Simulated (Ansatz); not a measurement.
**Cu: moving Cu off its site**

Cu, Fm-3m, a = 3.615 Å (as given, not relaxed at this level: 1.8 GPa). Ansatz: PBE, PAW, 420 eV, Γ-centred 12×12×12 mesh on 8 atoms, Gaussian smearing 0.15 eV; no spin polarisation.

```
Cu
1.0
    -3.61500    3.61500    0.00000
    -3.61500    0.00000    3.61500
     0.00000    3.61500    3.61500
Cu
8
Direct
  0.00000 0.00000 0.00000
  0.50000 0.00000 0.00000
  0.00000 0.50000 0.00000
  0.00000 0.00000 0.50000
  0.50000 0.50000 0.00000
  0.50000 0.00000 0.50000
  0.00000 0.50000 0.50000
  0.50000 0.50000 0.50000
```

Atom 1 (Cu) moves by x along the unit vector (1.000, 0.000, 0.000), with its periodic images; all else is held. y is the free energy of the cell over the start, F the force along the path summed over the moved atoms. Symmetry makes y even in x.

```tsv
x (Å)	y (meV)	F (eV/Å)
-0.600	?	?
-0.360	473.3	2.75
-0.120	50.4	0.84
0.000	0.0	0.00
0.180	114.1	-1.28
0.240	204.9	-1.74
0.300	324.0	-2.23
0.420	654.6	-3.30
0.480	870.0	-3.89
0.540	1121.7	-4.51
```

**Question.** Fit y = c2 x² + c4 x⁴ to the energies of the other rows, give the force constant, and predict energy and force of the missing row.

**Answer.** Least squares on the rows shown. y = 3494.7 x² + 1211.8 x⁴. The force constant is 2 c2 = 6.99 eV/Å² (for all images moving together, not for a lone atom). The force −dy/dx at the missing row is 5.24 eV/Å (computed 5.16). At x = -0.600 the fit asked for gives 1415.1 meV. The run gave 1411.6 meV, so the fit is 3.5 meV too high, a small miss on the scale of the series.